# Predicting GW levels of silicon from its Kohn–Sham bands

A density-functional calculation gives a crystal's bands readily, but its levels aren't the energies at which an electron is removed or added. A GW calculation corrects them state by state, at much greater effort. If the corrections followed a simple rule, a few corrected states would serve for the whole band structure. Silicon offers a small test: the rule is learned at six points of reciprocal space and tried at two others.

ABINIT 10.8.3; functional PBEsol, dispersion none, spin orbit no, k mesh 4x4x4, occupations fixed, potentials PseudoDojo NC SR PBEsol v0.4.1 standard, wave cutoff 489.805 eV, job gw.

```
row  state k a (reciprocal cell vector)  state k b (reciprocal cell vector)  state k c (reciprocal cell vector)   state band  state start level (eV)  state corrected level (eV)  state weight z
  1                               0.000                               0.000                               0.000   top filled                   0.000                       0.000           0.780
  2                               0.000                               0.000                               0.000  first empty                   2.492                       3.443           0.780
  3                               0.250                               0.000                               0.000   top filled                  -0.770                      -0.784           0.777
  4                               0.250                               0.000                               0.000  first empty                   1.935                       2.865           0.783
  5                               0.500                               0.000                               0.000   top filled                  -1.210                      -1.268           0.774
  6                               0.500                               0.000                               0.000  first empty                   1.441                       2.360           0.785
  7                               0.250                               0.250                               0.000   top filled                  -1.917                      -1.971           0.771
  8                               0.250                               0.250                               0.000  first empty                   1.014                       1.886           0.790
  9                               0.500                               0.250                               0.000   top filled                  -2.232                      -2.315           0.768
 10                               0.500                               0.250                               0.000  first empty                   1.396                       2.300           0.791
 11                              -0.250                               0.250                               0.000   top filled                  -1.344                      -1.387           0.774
 12                              -0.250                               0.250                               0.000  first empty                   2.343                       3.304           0.786
 13                                   ?                                   ?                                   ?   top filled                       ?                           ?               ?
 14                                   ?                                   ?                                   ?  first empty                       ?                           ?               ?
 15                                   ?                                   ?                                   ?   top filled                       ?                           ?               ?
 16                                   ?                                   ?                                   ?  first empty                       ?                           ?               ?
```

The "state start level" is the Kohn–Sham energy and the "state corrected level" is the energy after GW, here iterated with updated energies but unchanged orbitals and with a plasmon-pole model of the screening. Each column counts from its own highest filled level, which lies at the zone centre Γ. The table therefore shows how levels move relative to that state, and a filled level that "falls" moves away from the valence top.

## (a) What does GW do to the shown levels, and why?

**Solution.** The correction depends first of all on whether a state is filled. Every shown empty level rises, by 0.87 to 0.96 eV. The shown filled levels below the valence top fall, but by less than 0.1 eV. To a first approximation the two sets of bands keep their shapes and move apart.

Theory explains the jump by what an electron feels in each description. In the Kohn–Sham calculation, filled and empty states move in the same local potential. GW replaces the exchange and correlation part of that potential by a self-energy, which acts differently on different orbitals. Its exchange part lowers an orbital more, the more it shares the same regions of space with the filled ones. Valence orbitals crowd into much the same regions and gain more than the empty orbitals do, so the gap opens.

The other electrons screen this exchange and weaken it. By this argument, a semiconductor that screens less should show a larger jump. It also limits what the present jump says about real silicon. The run finds a dielectric constant of about 24, roughly twice the accepted value, as can happen on so coarse a mesh. Sums over bands and cutoffs are unconverged too, so the 0.9 eV belongs to this calculation and isn't a property of the material to the last tenth.

A weaker trend lies on top of the jump. Deeper filled levels tend to fall more, and higher empty levels tend to rise more, as if the bands were slightly stretched. The order isn't perfect: rows 7 and 11 start deeper than row 5 but fall less, and row 2 starts above row 12 but rises less. The stretch is so small that unconverged settings could produce part of it, and it is used below as an empirical allowance only.

## (b) Turn this into a rule and forecast the corrected levels in rows 13 to 16.

The Kohn–Sham start levels of these rows, which the table above leaves out, are given here as input. Rows 13 and 14 belong to X, the centre of a square face of the Brillouin zone: the filled state starts at −2.885 eV and the empty one at 0.573 eV. Rows 15 and 16 belong to W, a corner of the zone: the filled state starts at −3.920 eV and the empty one at 4.165 eV.

**Solution.** Let E be the start level in eV. The jump and the stretch together give

corrected level = s · E + J,

where J applies to empty states only. No constant is needed, because the valence top is zero in both columns. A least-squares fit to the twelve shown rows gives s = 1.036 and J = 0.858 eV. Each electronvolt of distance from the valence top thus adds about 0.04 eV to the shift.

The rule needs the start level of each state as its input, so what it forecasts is the GW correction, not the Kohn–Sham band itself. For the filled state at X, where no jump applies, it gives

1.036 × (−2.885 eV) = −2.99 eV.

The other states follow in the same way, with J added for the empty ones. The values below use the unrounded coefficients, so the last digit can differ slightly from a calculation by hand.

- **Filled state at X:** −2.99 eV, a fall of about a tenth of an electronvolt.
- **Filled state at W:** −4.063 eV. It lies deeper and should fall somewhat more, by 0.14 eV.
- **Empty state at X:** 1.452 eV. It lies low in the conduction band and should rise by a little under 0.9 eV. This forecast isn't blind, because the run's own summary of its gaps already discloses the answer.
- **Empty state at W:** 5.175 eV. It starts above all shown empty levels and should rise by about 1 eV.

The error bar is ±0.04 eV for a state that starts within 3 eV of the valence top. That is about three times the typical error when each shown row in turn is left out of the fit and predicted from the others. For states farther away it is ±0.08 eV, since the shown levels reach only from about −2.2 eV to 2.5 eV and the rule must extrapolate far. Both widths are judgements, not statistical limits.

## (c) Compare the forecasts with the computed levels. Where does the rule fail, and what does the failure teach?

The withheld rows as computed:

```
row  state k a (reciprocal cell vector)  state k b (reciprocal cell vector)  state k c (reciprocal cell vector)   state band  state start level (eV)  state corrected level (eV)  state weight z
 13                               0.500                               0.500                               0.000   top filled                  -2.885                      -3.008           0.764
 14                               0.500                               0.500                               0.000  first empty                   0.573                       1.444           0.795
 15                              -0.250                               0.500                               0.250   top filled                  -3.920                      -4.009           0.759
 16                              -0.250                               0.500                               0.250  first empty                   4.165                       5.081           0.782
```

**Solution.** The rule works for the filled state at X, which had no part in the fit. The forecast was −2.99 eV and GW gives −3.008 eV, a miss of about 0.02 eV and well inside the error bar. The state falls by about a tenth of an electronvolt, as forecast.

The empty state at X also agrees, within 0.01 eV, though it counts for less because its answer was already available. It is the lowest empty level on the mesh, so its corrected value of 1.444 eV is also the mesh gap. The first of the four GW passes gave a gap of only 1.179 eV. Nearly a third of the opening thus comes from iterating the energies, a step that tends to carry gaps beyond the measured ones. Silicon's true conduction minimum lies on the line from Γ to X, fairly close to X. The mesh has a point halfway along this line (rows 7 and 8) but none at the minimum. The gap of the full band structure at these settings must therefore be somewhat smaller.

At W the rule does worse. The filled state ends up 0.05 eV above its forecast, which is inside the wider error bar, but the expected order is wrong: it falls by 0.089 eV, less than the state at X, although it starts about 1 eV deeper. The empty state rises by only 0.916 eV instead of 1.01 eV. That miss of 0.09 eV lies outside the error bar.

Both misses at W have the same form. The rule expects the shift to keep growing with distance from the valence top, and in these two states it doesn't. The jump between filled and empty states survives, while the stretch fails where it is extended far beyond the levels that fixed it.

Theory gives a reason to distrust such an extension. The correction to a state is, in essence, the difference between the self-energy and the Kohn–Sham exchange–correlation potential, averaged over that state's own orbital. The self-energy also depends on the energy of the state. The weight Z in the table, close to 0.78, measures this: for an unchanged orbital, the self-energy would fall by roughly 0.3 eV if the energy rose by 1 eV. (The run warns that this dependence isn't linear for some states. The warnings on record name bands 1 and 14, not bands 4 and 5, which the table shows.) Yet within each set of bands the corrections tend to grow slightly with energy, so the changing shape of the orbitals must more than make up for that fall. The small stretch is what remains of two larger, opposing trends. It can be relied on only as long as shape and energy change together in a regular way, and a zone corner may break that pattern.

Whether this is what happens at W is a guess. The coarse mesh and the short sums over bands could also shift individual states by several hundredths of an electronvolt. A repeat with a denser mesh and more bands would help to decide: if the smaller shifts at W remained, the mesh and the band sums could largely be ruled out as their cause.

It is instructive to drop the stretch altogether. The simplest correction, often called a scissors shift, leaves filled levels alone and raises all empty ones by the same amount, here 0.92 eV as fitted to the shown rows. It predicts the empty state at W within 0.01 eV, where the stretched rule failed. For the filled state at X, however, it misses the whole fall of 0.123 eV. Neither rule is the better one for every state, and the printed output below lists both sets of forecasts.

For this calculation, the choice depends on the accuracy wanted. The uniform shift places all eight empty levels within 0.06 eV and is enough for a first picture of the conduction band. Where filled levels matter too, the stretch improves the picture within the energy range that fixed it. A state well outside that range deserves its own GW correction if a tenth of an electronvolt counts.

Output of the analysis:

```
Smallest rise of a shown empty level, eV: 0.872
Largest rise of a shown empty level, eV: 0.961
Largest fall of a shown filled level, eV: 0.083
Smallest weight Z in the shown rows: 0.768
Largest weight Z in the shown rows: 0.791
Correlation of Z with the rise, shown empty levels: -0.7168
fit of state_corrected_level on 12 rows: coefficient of state_start_level 1.036 +/- 0.0034, coefficient of isempty 0.8584 +/- 0.0079; rms 0.0116, worst 8 0.0233, leave-one-out rms 0.0142
  rows outside the fit (model, value, miss): 13 -2.99, -3.008, 0.018; 14 1.452, 1.444, 0.00824; 15 -4.063, -4.009, -0.0537; 16 5.175, 5.081, 0.094
fit of shift on 12 rows: coefficient of isempty 0.9228 +/- 0.018; rms 0.0413, worst 9 0.083, leave-one-out rms 0.0436
  rows outside the fit (model, value, miss): 13 0, -0.123, 0.123; 14 0.9228, 0.871, 0.0518; 15 0, -0.089, 0.089; 16 0.9228, 0.916, 0.00683
Forecast shifts of the withheld rows in table order, eV: 13 -0.105, 14 0.8792, 15 -0.1427, 16 1.01
Error bars of the withheld rows in table order, eV: 13 0.04, 14 0.04, 15 0.08, 16 0.08
Withheld rows inside their error bars: 3
Opening of the mesh gap in the run, eV: 0.871
```
